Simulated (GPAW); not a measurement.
Crystal: WC.

```
W C
1.0
     0.00000    2.19268    2.19268
     2.19268    0.00000    2.19268
     2.19268    2.19268    0.00000
W C
1 1
Direct
  0.00000 0.00000 0.00000
  0.50000 0.50000 0.50000
```

Measurements of this composition are mostly on another form, of space group No. 187.

- Program: GPAW 26.7.0
- Task: relaxation of cell and atoms
- Functional: PBEsol
- Potentials or basis: PAW data sets generated in the run's folder for this functional
- Cutoff: 800 eV
- Basis: pw
- k mesh: 7 × 7 × 7
- Occupations: fermi-dirac, width 0.05 eV
- Spin: no spin polarisation

At the start: pressure -10.9 GPa; volume 10.54 Å³/atom.

Q: How do energy, volume and symmetry change on relaxing?

A: Over 3 steps the energy falls by 10.4 meV/atom and the volume is 10.23 Å³/atom (-3.0 %); space group Fm-3m (No. 225, to 0.05 Å).

Step by step:
| step | energy change (eV) | largest force (eV/Å) | pressure (GPa) | volume (Å³) |
| --- | --- | --- | --- | --- |
| 1 | 0.0000 | 0.0000 | -10.89 | 21.08 |
| 2 | -0.0161 | 0.0000 | -5.41 | 20.76 |
| 3 | -0.0208 | 0.0000 | 0.20 | 20.46 |

Final structure:
```yaml
crystal:
  lattice:
    - [0.00000, 2.17082, 2.17082]
    - [2.17082, 0.00000, 2.17082]
    - [2.17082, 2.17082, 0.00000]
  atoms:
    - { symbol: W, position: [0.00000, 0.00000, 0.00000] }
    - { symbol: C, position: [0.50000, 0.50000, 0.50000] }
```

Caveat: later steps reuse the first step's grids.
